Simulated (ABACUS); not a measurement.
# C (Fd-3m) in ABACUS: settings compared, part 2 of 2

ABACUS 3.10.1. Earlier steps stand in the parts before.

## Step 3: Single point, PBE

run_abacus.py

```python
"""ABACUS run from a structure file: ASE reads it, the script writes STRU, KPT and INPUT."""
import re
import subprocess
import spglib
from ase import Atoms
from ase.io import read
from ase.units import Bohr

atoms = read("C.cif")
cell, frac, numbers = spglib.standardize_cell((atoms.cell[:], atoms.get_scaled_positions(), atoms.numbers), to_primitive=True, symprec=1e-4)
atoms = Atoms(numbers=numbers, cell=cell, scaled_positions=frac, pbc=True)  # the primitive cell
atoms = atoms[(-atoms.numbers).argsort(kind="stable")]  # ABACUS lists atoms element by element
pseudo = {'C': 'C_ONCV_PBE-1.2.upf'}
orbital = {'C': 'C_confined-atom_6au_3s3p2d1f.orb'}
magmoms = None
kmesh = [12, 12, 12]
params = {
    'suffix': 'C',
    'calculation': 'scf',
    'basis_type': 'lcao',
    'pseudo_dir': './',
    'orbital_dir': './',
    'symmetry': 1,
    'dft_functional': 'pbe',
    'ecutwfc': 100,
    'pseudo_rcut': 10,
    'nspin': 1,
    'nbands': 14,
    'ks_solver': 'genelpa',
    'smearing_method': 'fd',
    'smearing_sigma': 0.00367493,
    'scf_thr': 1e-07,
    'scf_nmax': 100,
    'mixing_type': 'broyden',
    'mixing_beta': 0.7,
    'cal_force': 1,
    'cal_stress': 1,
    'out_mul': 1,
    'out_chg': 1,
}

symbols = atoms.get_chemical_symbols()
elements = list(dict.fromkeys(symbols))
lines = ["ATOMIC_SPECIES"] + [f"{e} {atoms.get_masses()[symbols.index(e)]:.4f} {pseudo[e]}" for e in elements]
if orbital:
    lines += ["", "NUMERICAL_ORBITAL"] + [orbital[e] for e in elements]
lines += ["", "LATTICE_CONSTANT", f"{1 / Bohr:.10f}", "", "LATTICE_VECTORS"]
lines += [" ".join(f"{x:.10f}" for x in v) for v in atoms.cell]
lines += ["", "ATOMIC_POSITIONS", "Direct"]
for e in elements:
    lines += ["", e, "0.0", str(symbols.count(e))]
    for i, p in enumerate(atoms.get_scaled_positions(wrap=False)):
        if symbols[i] == e:
            mag = "" if magmoms is None else " mag " + " ".join(str(x) for x in (magmoms[i] if isinstance(magmoms[i], list) else [magmoms[i]]))
            lines.append(" ".join(f"{x:.10f}" for x in p) + " 1 1 1" + mag)
open("STRU", "w").write("\n".join(lines) + "\n")
open("KPT", "w").write("K_POINTS\n0\nGamma\n%d %d %d 0 0 0\n" % tuple(kmesh))
open("INPUT", "w").write("INPUT_PARAMETERS\n" + "".join(f"{k:<20s}{v}\n" for k, v in params.items()))

done = subprocess.run(['mpirun', '-np', '4', 'abacus'])
if done.returncode:
    raise SystemExit(done.returncode)
log = open("OUT.C/running_scf.log").read()
print("final energy (eV):", re.findall(r"FINAL_ETOT_IS (\S+)", log))
```

C.cif is that of step 2.

Potentials or basis: SG15 ONCV 1.2 PBE, TZDP LCAO (the cutoffs set its grid).

On the command line:

```
$ OMP_NUM_THREADS=1 python run_abacus.py > log
```

running log:

```text
ABACUS v3.10.1

               Atomic-orbital Based Ab-initio Computation at UStc

 ------------------------------------------------------------------------------------

 READING GENERAL INFORMATION
                           global_out_dir = OUT.C/
                           global_in_card = INPUT
                               pseudo_dir = ./
                              orbital_dir = ./
                                    DSIZE = 4
                                    GSIZE = 1

 READING UNITCELL INFORMATION
                                    ntype = 1
                  lattice constant (Bohr) = 1.88973
              lattice constant (Angstrom) = 1

 READING ATOM TYPE 1
[... 421 lines left out ...]
       7        22.1396    3.37290e-54
       8        28.9443        0.00000
       9        34.8115        0.00000
      10        38.0193        0.00000
      11        38.2863        0.00000
      12        38.2863        0.00000
      13        49.0781        0.00000
      14        49.0781        0.00000

[... levels at 66 further k points ...]

 correction force for each atom along direction 1 is -1.32810e-14
 correction force for each atom along direction 2 is 3.66287e-14
 correction force for each atom along direction 3 is -9.75608e-15
------------------------------------------------------------------------------------------
 TOTAL-FORCE (eV/Angstrom)
------------------------------------------------------------------------------------------
                        C1         0.0000000000         0.0000000000         0.0000000000
                        C2         0.0000000000         0.0000000000         0.0000000000
------------------------------------------------------------------------------------------

----------------------------------------------------------------
 TOTAL-STRESS (KBAR)
----------------------------------------------------------------
        16.1473204729         0.0000000000        -0.0000000000
         0.0000000000        16.1473204729        -0.0000000000
         0.0000000000        -0.0000000000        16.1473204729
----------------------------------------------------------------
 TOTAL-PRESSURE: 16.147320 KBAR

 --------------------------------------------
 !FINAL_ETOT_IS -309.9930909301468773 eV
 --------------------------------------------
```

STRU:

```text
ATOMIC_SPECIES
C 12.0110 C_ONCV_PBE-1.2.upf

NUMERICAL_ORBITAL
C_confined-atom_6au_3s3p2d1f.orb

LATTICE_CONSTANT
1.8897261258

LATTICE_VECTORS
0.0000000000 1.7833700000 1.7833700000
1.7833700000 0.0000000000 1.7833700000
1.7833700000 1.7833700000 0.0000000000

ATOMIC_POSITIONS
Direct

C
0.0
2
0.2500000000 0.2500000000 0.2500000000 1 1 1
0.0000000000 0.0000000000 -0.0000000000 1 1 1
```

Run time: 4.7 s. Hardware: 4 MPI ranks of AMD EPYC 9R45 (Zen 5), shared host; peak memory 0.44 GiB.

What came out:

| Item | Value |
| --- | --- |
| Free energy | -309.9931 eV |
| Pressure | 1.6 GPa |
| Band gap on the k mesh | 4.21 eV, indirect (least direct gap 5.61 eV) |

Caveat: the atomic orbitals were generated for these runs and aren't a published set; the basis of atomic orbitals isn't converged, which shifts pressures, moduli and gaps.

## Step 4: Single point, MS2

run_abacus.py, as its differences from that of step 3:

```diff
@@ -3,4 +3,2 @@
 import subprocess
-import spglib
-from ase import Atoms
 from ase.io import read
@@ -8,10 +6,8 @@
 
-atoms = read("C.cif")
-cell, frac, numbers = spglib.standardize_cell((atoms.cell[:], atoms.get_scaled_positions(), atoms.numbers), to_primitive=True, symprec=1e-4)
-atoms = Atoms(numbers=numbers, cell=cell, scaled_positions=frac, pbc=True)  # the primitive cell
+atoms = read("C.xyz")
 atoms = atoms[(-atoms.numbers).argsort(kind="stable")]  # ABACUS lists atoms element by element
 pseudo = {'C': 'C_ONCV_PBE-1.2.upf'}
-orbital = {'C': 'C_confined-atom_6au_3s3p2d1f.orb'}
+orbital = {}
 magmoms = None
-kmesh = [12, 12, 12]
+kmesh = [8, 8, 8]
 params = {
@@ -19,8 +15,7 @@
     'calculation': 'scf',
-    'basis_type': 'lcao',
+    'basis_type': 'pw',
     'pseudo_dir': './',
-    'orbital_dir': './',
     'symmetry': 1,
-    'dft_functional': 'pbe',
-    'ecutwfc': 100,
+    'dft_functional': 'MGGA_X_MS2+GGA_C_REGTPSS',
+    'ecutwfc': 95,
     'pseudo_rcut': 10,
@@ -28,6 +23,6 @@
     'nbands': 14,
-    'ks_solver': 'genelpa',
+    'ks_solver': 'dav',
     'smearing_method': 'fd',
     'smearing_sigma': 0.00367493,
-    'scf_thr': 1e-07,
+    'scf_thr': 1e-08,
     'scf_nmax': 100,
@@ -37,4 +32,5 @@
     'cal_stress': 1,
-    'out_mul': 1,
+    'mixing_tau': 1,
     'out_chg': 1,
+    'kpar': 4,
 }
```

C.xyz

```xyz
2
Lattice="0.0000000000 1.7833700000 1.7833700000 1.7833700000 0.0000000000 1.7833700000 1.7833700000 1.7833700000 0.0000000000" Properties=species:S:1:pos:R:3 pbc="T T T"
C      2.6750550000      2.6750550000      2.6750550000
C      1.7833700000      1.7833700000      1.7833700000
```

Potentials or basis: SG15 ONCV 1.2 PBE, plane waves.

On the command line:

```
$ OMP_NUM_THREADS=1 python run_abacus.py > log
```

Wall time 6.9 s (4 MPI ranks of Intel Xeon 6975P-C (Granite Rapids), shared host); peak memory 0.36 GiB.

The run converged. Its results:

```
Free energy            : -300.3874 eV
Pressure               : 115.4 GPa
Band gap on the k mesh : 5.30 eV, indirect (least direct gap 7.31 eV)
```

Levels at points of the mesh, in eV from the valence-band top:
```csv
k point,band 2,band 3,band 4,band 5,band 6,band 7
"(0.00, 0.00, 0.00)",0.00,0.00,0.00,7.31,7.31,7.31
"(0.50, 0.50, 0.50)",-13.76,-2.82,-2.82,10.26,10.26,10.36
"(0.50, 0.50, 0.00)",-13.49,-6.39,-6.39,5.89,5.89,19.71
```

Caveat: a pressure of tens of GPa on the cell as given is suspect, and the run, the potentials or the cell itself is likely at fault; the potentials were made for another functional, which shifts forces and pressure. A k mesh can miss the band edges.

## Step 5: The runs side by side

| task | level | potentials or basis | cell | k mesh | cutoff (eV) | optimiser | force threshold | max steps | cell moves | SCF threshold on the density | gap on the mesh (eV) | pressure (GPa) |
| --- | --- | --- | --- | --- | --- | --- | --- | --- | --- | --- | --- | --- |
| relaxation of cell and atoms | OLYP | SPMS ONCV 1.0 PBE, plane waves | relaxed | 10 × 10 × 10 | 1116 | ASE FIRE | 0.01 eV/Å | 60 | yes | 1e-08 | 4.42 | 0.0 |
| single point | PBE | SG15 ONCV 1.2 PBE, TZDP LCAO (the cutoffs set its grid) | as given | 12 × 12 × 12 | 1361 | - | - | - | - | 1e-07 | 4.21 | 1.6 |
| single point | MS2 | SG15 ONCV 1.2 PBE, plane waves | as given | 8 × 8 × 8 | 1293 | - | - | - | - | 1e-08 | 5.30 | 115.4 |

Alike in all rows: no spin polarisation; smearing fermi-dirac 0.05 eV.

Caveats: the potentials were made for another functional, which shifts forces and pressure (some runs); the atomic orbitals were generated for these runs and aren't a published set (some runs); the basis of atomic orbitals isn't converged, which shifts pressures, moduli and gaps (some runs); a pressure of tens of GPa on the cell as given is suspect, and the run, the potentials or the cell itself is likely at fault (some runs).

Absolute energies hang on the potentials; compare differences alone.
